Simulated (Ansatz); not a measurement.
# NbAs (rocksalt type): how the settings move a single-point run

How sensitive is a single-point run of NbAs (rocksalt type) to its settings? A reference run comes first, then two runs with altered input.

Program: Ansatz 0.2.0. Level of theory: reference: DFT, LDA, all-electron LAPW, scalar-relativistic. These are calculated values, not measurements.

1 further run of the same task is left out (for a known fault of the program). Runs told in other sessions of the task aren't counted.

## 1. The structure to begin with

It takes space group Fm-3m (No. 225, cubic). Conventional cell: a = 4.111 Å, b = 4.111 Å, c = 4.111 Å, α = 90.00°, β = 90.00°, γ = 90.00°. Nb (site symmetry m-3m) is surrounded by 6 As at 2.06 Å. Around As (site symmetry m-3m) lie 6 Nb at 2.06 Å.

Structure file:

```
Nb As
1.0
     0.00000    2.05534    2.05534
     2.05534    0.00000    2.05534
     2.05534    2.05534    0.00000
Nb As
1 1
Direct
  0.00000 0.00000 0.00000
  0.50000 0.50000 0.50000
```

## 2. Reference

Input file input.yaml:

```yaml
crystal:
  lattice:
    - [0.0, 2.0553373277, 2.0553373277]
    - [2.0553373277, 0.0, 2.0553373277]
    - [2.0553373277, 2.0553373277, 0.0]
  atoms:
    - { symbol: Nb, position: [0.0, 0.0, 0.0] }
    - { symbol: As, position: [0.5, 0.5, 0.5] }
kpoints:
  mp_grid: { grid: [14, 14, 14] }
scf:
  occupations: { method: fermi_dirac, width: 0.05 }
hamiltonian:
  xc: lda
  pseudopotentials: { kind: all_electron, lapw: { basis_error: 0.001 } }
output:
  forces: true
  stress: true
  eigenvalues: true
  populations: true
```

Started as:

```bash
ansatz run input.yaml --threads 1 --pin off --max-ram 2048MiB --backend cpu --events-out ev --progress --plain --runs-dir out
```

## 3. Changed: scf.algorithm density_mixing

Edit input.yaml of step 2 so:

```diff
@@ -12,2 +12,3 @@
   occupations: { method: fermi_dirac, width: 0.05 }
+  algorithm: density_mixing
 hamiltonian:
```

## 4. Changed: occupations.method tetrahedron_uncorrected, dispersion d4, width left out

Edit input.yaml of step 2 so:

```diff
@@ -11,3 +11,3 @@
 scf:
-  occupations: { method: fermi_dirac, width: 0.05 }
+  occupations: { method: tetrahedron_uncorrected }
 hamiltonian:
@@ -15,2 +15,3 @@
   pseudopotentials: { kind: all_electron, lapw: { basis_error: 0.001 } }
+  dispersion: d4
 output:
```

Q: Predict the outcome of this session. Wanted: for each run, ending; energy change; pressure; gap; force.

The runs gave:

```csv
run,ending,energy change,pressure (GPa),gap (eV),force (eV/Å),cycles,time
reference,converged,0,494.7,0.00,0.00,8,40 s
1: scf.algorithm density_mixing,converged,0.0 meV/atom,494.7,0.00,0.00,8,42 s
"2: occupations.method tetrahedron_uncorrected, dispersion d4, width left out",converged,-789.7 meV/atom (σ→0) (dispersion and other settings together),482.8,0.00,0.00,8,40 s
```

Residual by cycle in the longest SCF loop of each run; runs are numbered as in the table. The quantity is the density residual dr2, in eV.

```csv
cycle,reference,run 1,run 2
1,0.26,0.26,0.268
2,0.128,0.128,0.131
3,0.0161,0.0161,0.0154
4,0.0067,0.0067,0.00674
5,1.2e-4,1.2e-4,1.2e-4
6,2.7e-5,2.7e-5,2.8e-5
7,4.8e-6,4.8e-6,4.6e-6
8,7.9e-8,7.9e-8,6.9e-8
```

«scf.algorithm density_mixing» leaves the energy as it was. The pressure spans 482.8 to 494.7 GPa over the reference and the converged variants. The structure is not at rest: the sound run finds 495 GPa, so these are no properties of the relaxed crystal. 
